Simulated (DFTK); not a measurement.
## TaN under changes of volume

One of the cells (10.776 Å³/atom); the others are scaled copies at fixed shape and fractional positions:

```xyz
2
Lattice="2.9380 0.0000 0.0000 -1.4690 2.5444 0.0000 0.0000 0.0000 2.8830" Properties=species:S:1:pos:R:3 pbc="T T T"
Ta    0.0000    0.0000    1.4415
N     1.4690    0.8481    0.0000
```

```yaml
Program: DFTK 0.8.2
Functional: PBEsol
Potentials_or_basis: dojo.nc.sr.pbesol.v0_4_1.standard.upf (PBEsol)
Cutoff: 1143 eV
k_mesh: 10 × 10 × 9
Occupations: fermi-dirac, width 0.05 eV
Spin: no spin polarisation
```

```tsv
volume (Å³/atom)	energy over the lowest point (meV/atom)	pressure (GPa)
10.129	27.33	18.9
10.345	8.00	10.0
10.560	0.00	2.0
10.776	2.16	-5.1
10.991	?	?
11.207	32.94	-17.3
11.422	59.78	-22.5
```

What does the run at 10.991 Å³/atom give?

Energy over the lowest point 13.45 meV/atom; pressure -11.6 GPa.

Worked out: A Birch-Murnaghan fit of order 3 (a polynomial in V^(-2/3)) to the other rows has its minimum at 10.62 Å³/atom with B0 = V·E''(V) = 361 GPa and B' = 4.2 at fixed shape and positions, which overstates the stiffness. It gives 13.40 meV/atom at 10.991 Å³/atom, against the run's 13.45, and -dE/dV = -11.5 GPa, against -11.6.

Energies are extrapolated to zero smearing.
